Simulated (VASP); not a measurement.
Wanted: the native input for a VASP 6.6.1 run.

- Task: relaxation of cell and atoms
- Functional: PBEsol
- Potentials or basis: VASP PAW PBE potentials, release 64 (Sr_sv)
- Cutoff: 600 eV
- k mesh: 12 × 12 × 12
- Occupations: methfessel-paxton, width 0.1 eV
- Spin: no spin polarisation
- Further INCAR settings: ALGO = Normal; EDIFF = 1e-06; IBRION = 2; EDIFFG = -0.01; NSW = 90; ISIF = 3

The structure of Sr lies in POSCAR:

```
Sr
1.0
    0.0000000000      3.0423500000      3.0423500000
    3.0423500000      0.0000000000      3.0423500000
    3.0423500000      3.0423500000      0.0000000000
Sr
1
Direct
    0.0000000000      0.0000000000      0.0000000000
```

One way to write it, as run:

INCAR

```
SYSTEM = Sr
PREC     = Accurate       ! precision mode
ENCUT    = 600            ! plane-wave cutoff, eV
EDIFF    = 1E-6           ! SCF threshold, eV
ISMEAR   = 1              ! smearing method
SIGMA    = 0.1            ! smearing width, eV
LREAL    = .FALSE.        ! projectors in reciprocal space
LASPH    = .TRUE.         ! aspherical terms in the spheres
NELM     = 80             ! most SCF steps
ALGO     = Normal         ! electronic algorithm
ISIF     = 3              ! what is computed and relaxed
LWAVE    = .FALSE.        ! write WAVECAR
LCHARG   = .FALSE.        ! write CHGCAR
GGA      = PS             ! functional
IBRION   = 2              ! ionic algorithm
NSW      = 90             ! ionic steps
EDIFFG   = -0.01          ! ionic threshold
```

KPOINTS

```
Automatic mesh
0
G
  12 12 12
  0 0 0
```

Potentials or basis: VASP PAW PBE potentials, release 64 (Sr_sv).

The run is started by

```bash
$ cat potpaw_PBE.64/Sr_sv/POTCAR > POTCAR
$ mpirun -np 1 vasp_std > vasp.out
```

It gave:

The relaxed volume is 51.67 Å³/atom and the relaxed cell is a = 4.181 Å, b = 4.181 Å, c = 4.181 Å, α = 60.00°, β = 60.00°, γ = 60.00°. The space group after relaxing (to 0.05 Å) is Fm-3m (No. 225) and the energy gained by relaxing is 13.9 meV/atom. The ionic steps are 3. The pressure after relaxing is 0.0 GPa and the band gap on the k mesh is none (metal or under the smearing width).

Caveat: the PAW data sets were made with another functional, which shifts forces and pressure a little.

Run time: 59 s on 1 thread of Intel(R) Xeon(R) Platinum 8559C (Emerald Rapids) (shared host), peak memory 0.23 GiB.
